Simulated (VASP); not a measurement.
Wanted: the native input for a VASP 6.6.1 run.

```
Task                   : relaxation of cell and atoms
Functional             : PBE
Potentials or basis    : VASP PAW PBE potentials, release 64 (Mg)
Cutoff                 : 600 eV
k mesh                 : 4 × 4 × 4
Occupations            : gaussian, width 0.1 eV
Spin                   : no spin polarisation
Dipole correction      : no
Further INCAR settings : ALGO = Normal; EDIFF = 1e-06; IBRION = 2; EDIFFG = -0.04; NSW = 90; ISIF = 3
```

The structure of Mg lies in POSCAR:

```
Mg
1.0
    4.1711256200      0.0000000000      0.0000000000
    0.0000000000      4.1711256200      0.0000000000
    0.0000000000      0.0000000000      4.1711256200
Mg
3
Direct
    0.0000000000      0.5000000000      0.5000000000
    0.5000000000      0.0000000000      0.5000000000
    0.5000000000      0.5000000000      0.0000000000
```

The cell was built by a generator and needn't be a form met in nature.

The cell isn't the ideal one: random cell by space group and Wyckoff sites (Pm-3m, No. 221).

One way to write it, as run:

INCAR

```
PREC     = Accurate       # precision mode
ENCUT    = 600            # plane-wave cutoff, eV
EDIFF    = 1E-6           # SCF threshold, eV
ISMEAR   = 0              # smearing method
SIGMA    = 0.1            # smearing width, eV
LREAL    = F              # projectors in reciprocal space
LASPH    = T              # aspherical terms in the spheres
NELM     = 80             # most SCF steps
ALGO     = Normal         # electronic algorithm
ISIF     = 3              # what is computed and relaxed
LWAVE    = F              # write WAVECAR
LCHARG   = F              # write CHGCAR
GGA      = PE             # functional
IBRION   = 2              # ionic algorithm
NSW      = 90             # ionic steps
EDIFFG   = -0.04          # ionic threshold
```

KPOINTS

```
regular mesh
0
Gamma
  4 4 4
```

Potentials or basis: VASP PAW PBE potentials, release 64 (Mg).

The run is started by

```console
$ cat potpaw_PBE.64/Mg/POTCAR > POTCAR
$ mpirun -np 1 vasp_std > vasp.out
```

Results of the run:

| Quantity | Value |
| --- | --- |
| Relaxed volume | 28.16 Å³/atom |
| Relaxed cell | a = 4.388 Å, b = 4.388 Å, c = 4.388 Å, α = 90.00°, β = 90.00°, γ = 90.00° |
| Space group after relaxing (to 0.05 Å) | Pm-3m (No. 221) |
| Energy gained by relaxing | 52.5 meV/atom |
| Ionic steps | 3 |
| Pressure after relaxing | -0.1 GPa |

Caveat: the k mesh is coarse (spacing up to 0.38 Å⁻¹), so the values aren't converged; the volume moved by over 15 % at a fixed basis, so the end points are rough.

It took 10 s on 1 thread of Intel(R) Xeon(R) 6975P-C (Granite Rapids) (shared host), peak memory 0.2 GiB.
